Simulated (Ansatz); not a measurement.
**NbP: band structure with PBE**

NbP:

```
Nb P
1.0
    -1.67492    1.67492    5.74011
     1.67492   -1.67492    5.74011
     1.67492    1.67492   -5.74011
Nb P
2 2
Direct
  0.24988 0.74988 0.50000
  0.49988 0.49988 0.00000
  0.83275 0.33275 0.50000
  0.08275 0.08275 0.00000
```

The cell is a database's computed one.

```yaml
Program: Ansatz 0.2.0
Task: band structure
Functional: PBE
Potentials_or_basis: Ansatz PAW
Cutoff: "420 eV (not typed: the program's choice for these potentials)"
k_mesh: 11 × 11 × 11
Occupations: fermi-dirac, width 0.05 eV
Spin: no spin polarisation
Path: "[[\"G\", \"X\", \"Y\", \"S\", \"G\", \"Z\", \"S1\", \"N\", \"P\", \"Y1\", \"Z\"], [\"X\", \"P\"]]"
Points_for_each_segment_of_the_path: 14
```

| Property | Result |
| --- | --- |
| Pressure | -1.1 GPa |
| Largest force | 0.016 eV/Å |
| Band gap on the k mesh | none (metal or under the smearing width) |

Forces in eV/Å, atoms in the order of the input:
```
Nb   0.000  0.000  0.016
Nb   0.000  0.000  0.016
P    0.000  0.000 -0.016
P    0.000  0.000 -0.016
```

Stress tensor (GPa, compression positive):
```
-0.95  0.00  0.00
 0.00 -0.95  0.00
 0.00  0.00 -1.33
```

Levels at the corners of the path, in eV from the Fermi level:
```csv
point,band 15,band 16,band 17,band 18,band 19,band 20,band 21,band 22
Γ,-2.12,-1.71,-1.36,-1.36,0.83,1.59,2.64,3.13
X,-2.85,-2.85,-0.43,-0.43,2.96,2.96,3.05,3.05
Y,-2.82,-2.82,-0.47,-0.47,2.74,2.74,3.12,3.12
S,-2.29,-2.19,-1.46,-0.15,0.12,1.62,2.38,2.67
Γ,-2.12,-1.71,-1.36,-1.36,0.83,1.59,2.64,3.13
Z,-2.65,-2.65,-0.53,-0.53,1.19,1.19,2.29,2.29
S1,-2.29,-2.19,-1.46,-0.15,0.12,1.62,2.38,2.67
N,-2.31,-1.87,-1.51,-0.13,0.07,1.30,2.43,2.63
P,-2.89,-2.89,-0.41,-0.41,2.96,2.96,3.03,3.03
Y1,-2.82,-2.82,-0.47,-0.47,2.74,2.74,3.12,3.12
Z,-2.65,-2.65,-0.53,-0.53,1.19,1.19,2.29,2.29
X,-2.85,-2.85,-0.43,-0.43,2.96,2.96,3.05,3.05
P,-2.89,-2.89,-0.41,-0.41,2.96,2.96,3.03,3.03
```

It took 11 s on 2 threads of Intel(R) Xeon(R) Platinum 8488C (Sapphire Rapids), on a shared host, peak memory 0.57 GiB.
